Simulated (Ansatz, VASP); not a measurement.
# Os: VASP beside Ansatz

```
Os
1.0
     0.00000    1.90736    1.90736
     1.90736    0.00000    1.90736
     1.90736    1.90736    0.00000
Os
1
Direct
  0.00000 0.00000 0.00000
```

Alike in both runs: task single point; functional revPBE; k mesh 16 × 16 × 16; occupations fermi-dirac, width 0.1 eV; no spin polarisation.

|  | VASP | Ansatz |
| --- | --- | --- |
| version | VASP 6.6.1 | Ansatz 0.2.0 |
| potentials or method | VASP PAW PBE potentials, release 64 (Os) | plane waves (420 eV) with PAW, scalar-relativistic |
| plane-wave cutoff (eV) | 520 | 420 |
| valence electrons in the cell | 8 | 16 |

```csv
,VASP,Ansatz,Ansatz less VASP
pressure (GPa),16.8,16.8,+0.01
```

With one functional, cell and mesh, what is left measures potentials, basis and numerics. The two sets of potentials don't hold the same shells in valence.

Caveats: so large a pressure means that the cell lies far from this level's equilibrium, or that cutoff or potentials fall short (VASP); the potentials were made for another functional, which shifts forces and pressure (VASP). The runs have no spin-orbit coupling, so splittings on Os are missing.
